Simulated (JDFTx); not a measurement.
Runs of JDFTx 1.7.0 (patched build) on BAs. The structure is cubic, space group F-43m (No. 216). The conventional cell has a = 4.777 Å, b = 4.777 Å, c = 4.777 Å, α = 90.00°, β = 90.00°, γ = 90.00°. As (site symmetry -43m) has 4 B at 2.07 Å as nearest neighbours. Around B (site symmetry -43m) lie 4 As at 2.07 Å. 

| task | level | potentials or basis | cell | k mesh | cutoff (eV) | smearing | density cutoff over wavefunction cutoff | max SCF steps | SCF threshold on the energy | solver of the electrons | band ratio of the Davidson solver | mesh quality | gap on the mesh (eV) | pressure (GPa) | V0 of scaled cells (Å³/atom) | B0 (GPa) |
| --- | --- | --- | --- | --- | --- | --- | --- | --- | --- | --- | --- | --- | --- | --- | --- | --- |
| equation of state | PBE | PseudoDojo-SR-PBE-0.5-standard | as given | 10 × 10 × 10 | 1143 | fermi-dirac 0.05 eV | 4 | 100 | 1e-08 Ha | scf | - | not flagged | - | - | (b) | 131 |
| equation of state | PBEsol | PseudoDojo-SR-PBEsol-0.4.1-standard with smoothed tails | as given | 10 × 10 × 10 | 1143 | fermi-dirac 0.05 eV | 8 | 100 | 1e-09 Ha | scf | - | not flagged | - | - | 13.56 | 140 |
| single point | r2SCANh | SG15-PBE-1.2 | as given | 4 × 4 × 4 | 816 | fermi-dirac 0.05 eV | 8 | 100 | 1e-07 Ha | scf | - | coarse | 2.03 | 1.6 | - | - |
| single point | PBE | PseudoDojo-SR-PBE-0.5-standard with smoothed tails | as given | 10 × 10 × 10 | 1143 | fermi-dirac 0.05 eV | 8 | 100 | 1e-09 Ha | scf | - | not flagged | 1.20 | 2.7 | - | - |
| single point | LDA | PseudoDojo-SR-LDA-0.4.1-standard with smoothed tails | the cell as VASP's run set it | 10 × 10 × 10 | 1088 | gaussian 0.1 eV | 8 | 100 | 1e-09 Ha | scf | - | not flagged | 1.14 | (a) | - | - |
| equation of state | RPBE | PseudoDojo-SR-PBE-0.5-standard with smoothed tails | as given | 10 × 10 × 10 | 1143 | fermi-dirac 0.05 eV | 8 | 100 | 1e-09 Ha | scf | - | not flagged | - | - | 14.13 | 126 |
| equation of state | PBEsol | PseudoDojo-SR-PBEsol-0.4.1-standard | as given | 10 × 10 × 10 | 1143 | fermi-dirac 0.05 eV | 8 | 100 | 1e-09 Ha | scf | - | not flagged | - | - | 13.56 | 140 |

Alike in all rows: no spin polarisation.

Problem. Estimate the missing entries.

Solution. (a) -4.2; (b) 13.90.

Caveats: some runs use coarse meshes; the potentials were made for another functional, which shifts forces and pressure (some runs); the empty levels aren't tightly converged (some runs).

A k mesh can miss the band edges, and the runs leave out spin-orbit coupling on As.

Not every run made on this cell is shown here.
